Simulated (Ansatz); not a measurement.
A surface is cut from this relaxed crystal of BiTe:

```cif
data_structure
_symmetry_space_group_name_H-M 'Fm-3m'
_symmetry_Int_Tables_number 225
_cell_length_a 6.5024
_cell_length_b 6.5024
_cell_length_c 6.5024
_cell_angle_alpha 90.000
_cell_angle_beta 90.000
_cell_angle_gamma 90.000
_cell_volume 274.93
loop_
_atom_site_label
_atom_site_type_symbol
_atom_site_symmetry_multiplicity
_atom_site_Wyckoff_symbol
_atom_site_fract_x
_atom_site_fract_y
_atom_site_fract_z
_atom_site_occupancy
Bi1 Bi 4 b 0.50000 0.00000 0.00000 1
Te1 Te 4 a 0.00000 0.00000 0.00000 1
```

Miller indices refer to the conventional cell of Fm-3m (No. 225), a = 6.502 Å, b = 6.502 Å, c = 6.502 Å, α = 90.00°, β = 90.00°, γ = 90.00°.

The (111) slab of 7 planes, 11.3 Å thick with 15 Å of vacuum as cut; outer planes Bi (top) and Bi (bottom).

The calculation used Ansatz, DFT PBE, scalar-relativistic, plane waves, PAW. Cutoff 420 eV; k points 9×9×1 on the computed 7-atom cell (Γ-centred); Gaussian smearing, width 0.10 eV; no spin polarisation. A dipole correction removes the field between periodic images along c.

The slab isn't stoichiometric (Bi4Te3), so its surface energy depends on the chemical potentials; it is given with the excess atoms taken from the elements' standard states.

Results for the relaxed slab:

- Surface energy in the limit rich in the excess atoms' elements: 0.76 J/m²
- Work function: 4.09 eV

Relaxation lowers the energy by 0.060 J/m² a face; the largest move is 0.123 Å.

```csv
plane (bottom to top),atoms,"spacing to next, bulk (Å)",relaxed (Å),change (%)
1,Bi,1.877,1.672,-10.9
2,Te,1.877,2.039,+8.6
3,Bi,1.877,1.838,-2.1
4,Te,1.877,1.838,-2.1
5,Bi,1.877,2.039,+8.6
6,Te,1.877,1.672,-10.9
7,Bi,,,
```

Slabs this thin can still miss converged surface energies by a few hundredths of a J/m² and work functions by about a tenth of an eV. Other terminations of this plane can be more stable.

Spin-orbit coupling is left out, which matters for the bands of heavy elements.

The top two spacings change in opposite senses (-10.9 and +8.6 %).

The Bi-terminated surface relaxes mainly by pairing its outer two planes: the first spacing contracts by 10.9 % while the second expands by 8.6 %. Each outer Bi atom has lost three of its six Te neighbours, and its remaining back bonds shorten. In a rocksalt lattice held together largely by p-orbital σ bonds, opposite bonds through the same atom compete, so the subsurface Te probably strengthens its bonds to the outer Bi at the expense of those to the Bi below. The central spacings are still 2.1 % short, so the slab has no bulk-like interior by this measure.

The surface energy of 0.76 J/m² is the lower limit for this Bi-rich termination, since it rises as the Bi chemical potential falls below that of the element. BiTe is known as a layered trigonal compound, so neither this energy nor the work function should be carried over to its natural cleavage faces, where weakly bonded layers separate instead.
